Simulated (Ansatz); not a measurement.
# NaCl under changes of volume

One of the cells (21.813 Å³/atom); the others are scaled copies at fixed shape and fractional positions:

```xyz
2
Lattice="0.0000 2.7941 2.7941 2.7941 0.0000 2.7941 2.7941 2.7941 0.0000" Properties=species:S:1:pos:R:3 pbc="T T T"
Cl    2.7941    2.7941    2.7941
Na    0.0000    0.0000    0.0000
```

The cell is a database's computed one.

| Item | Value |
| --- | --- |
| Program | Ansatz 0.2.0 |
| Functional | BHLYP |
| Potentials or basis | Ansatz PAW |
| Cutoff | 420 eV (not typed: the program's choice for these potentials) |
| k mesh | 4 × 4 × 4 |
| Occupations | fermi-dirac, width 0.05 eV |
| Spin | no spin polarisation |

| volume (Å³/atom) | energy over the lowest point (meV/atom) | pressure (GPa) | gap on the mesh (eV) |
| --- | --- | --- | --- |
| 20.504 | 14.96 | 2.8 | 9.75 |
| 20.940 | 8.37 | 2.0 | 9.64 |
| 21.376 | ? | ? | ? |
| 21.813 | 1.09 | 0.7 | 9.43 |
| 22.249 | 0.00 | 0.1 | 9.33 |
| 22.685 | 0.36 | -0.4 | 9.24 |
| 23.121 | 2.03 | -0.8 | 9.15 |

Task: What does the run at 21.376 Å³/atom give?

Result: Energy over the lowest point 3.82 meV/atom; pressure 1.3 GPa; gap on the mesh 9.53 eV.

Worked out: A Birch-Murnaghan fit of order 3 (a polynomial in V^(-2/3)) to the other rows has its minimum at 22.35 Å³/atom with B0 = V·E''(V) = 27 GPa and B' = 4.7. It gives 3.82 meV/atom at 21.376 Å³/atom, against the run's 3.82, and -dE/dV = 1.3 GPa, against 1.3. A straight line through the other rows of the gap, of slope -5.01 eV per unit of ln V (its deformation potential), gives 9.54 eV, against the run's 9.53.

Energies are extrapolated to zero smearing.

Caveats: all runs use coarse meshes; the PAW data sets come from PBE, with cores solved anew for the run's functional, which leaves a small shift of forces and pressure; the thresholds are loose for stress.
